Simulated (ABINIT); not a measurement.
Runs of ABINIT 10.8.3 (patched build) on Mo. The structure is cubic, space group Im-3m (No. 229). The conventional cell has a = 3.168 Å, b = 3.168 Å, c = 3.168 Å, α = 90.00°, β = 90.00°, γ = 90.00°. Mo (site symmetry m-3m) is surrounded by 8 Mo at 2.74 Å. 

```tsv
level	gap on the mesh (eV)	pressure (GPa)
WC	none	-7.5
revPBE	none	0.7
RPBE	none	(b)
BLYP	none	8.5
AM05	none	-10.3
PW91	none	-1.2
LDA	none	(a)
PBEsol	none	(c)
```

Alike in all rows: task single point; potentials or basis JTH PAW PBE v2.0; no spin polarisation; cell as given; k mesh 12 × 12 × 12; cutoff (eV) 490; smearing fermi-dirac 0.05 eV.

Task: Estimate the missing entries.

Result: (a) -13.2; (b) 1.6; (c) -9.0.

Caveats: the PAW data sets were made with another functional, which shifts forces and pressure a little.

A k mesh can miss the band edges, and the runs leave out spin-orbit coupling on Mo.

A gap of «none» marks a metal or a gap under the smearing width.

Runs at the PBE level aren't shown here.
